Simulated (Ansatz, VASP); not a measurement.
Two plane-wave programs on BN

The input INCAR:

```
PREC = Accurate
ENCUT = 520
EDIFF = 1E-7
ISMEAR = 0
SIGMA = 0.05
LREAL = False
LASPH = True
NELM = 100
ALGO = Normal
ISIF = 2
LWAVE = False
LCHARG = False
GGA = PS
NBANDS = 16
```

Contents of KPOINTS:

```
Automatic mesh
0
Gamma
  12 12 4
```

File POSCAR:

```
BN
1.0
    2.5852983215      0.0000000000      0.0000000000
   -1.2926491607      2.2389340228      0.0000000000
    0.0000000000      0.0000000000      6.7903500000
B N
2 2
Direct
    0.0000000000      0.0000000000      0.5000000000
    0.3333333333      0.6666666667      0.0000000000
    0.0000000000      0.0000000000      0.0000000000
    0.6666666667      0.3333333333      0.5000000000
```

Input for Ansatz:

```yaml
crystal:
  lattice:
    - [2.5852983215, 0.0, 0.0]
    - [-1.2926491607, 2.2389340228, 0.0]
    - [0.0, 0.0, 6.79035]
  atoms:
    - { symbol: B, position: [0.0, 0.0, 0.5] }
    - { symbol: B, position: [0.3333333333, 0.6666666667, 0.0] }
    - { symbol: "N", position: [0.0, 0.0, 0.0] }
    - { symbol: "N", position: [0.6666666667, 0.3333333333, 0.5] }
basis:
  ecutwfc: 420
kpoints:
  mp_grid: { grid: [12, 12, 4] }
hamiltonian:
  xc: pbesol
scf:
  occupations: { method: gaussian, width: 0.05 }
output:
  forces: true
  stress: true
  eigenvalues: true
```

Change from the starting cell: strain +0.030 along x and y, +0.015 along z, atoms carried along.

Alike in both runs: task single point; functional PBEsol; k mesh 12 × 12 × 4; occupations gaussian, width 0.05 eV; no spin polarisation.

|  | VASP | Ansatz |
| --- | --- | --- |
| version | VASP 6.6.1 | Ansatz 0.2.0 |
| potentials or method | VASP PAW PBE potentials, release 64 (B, N) | scalar-relativistic, plane waves, PAW |
| plane-wave cutoff (eV) | 520 | 420 |
| valence electrons in the cell | 16 | 16 |

Ansatz gave:

* gap on the k mesh at the Fermi level (eV): 4.12
* least direct gap on the mesh (eV): 4.20
* pressure (GPa): -19.5
* largest component of the traceless stress (GPa): 19.78

**Question.** Which values does VASP return?

**Answer.** gap on the k mesh at the Fermi level (eV): 4.11; least direct gap on the mesh (eV): 4.19; pressure (GPa): -19.2; largest component of the traceless stress (GPa): 19.42.

With one functional, cell and mesh, what is left measures potentials, basis and numerics.

Caveats: so large a pressure means that the cell lies far from this level's equilibrium, or that cutoff or potentials fall short (VASP); the potentials were made for another functional, which shifts forces and pressure (VASP); this functional lacks dispersion, which binds the layers, so the pressure and a relaxed spacing across them are unreliable. A k mesh can miss the band edges.
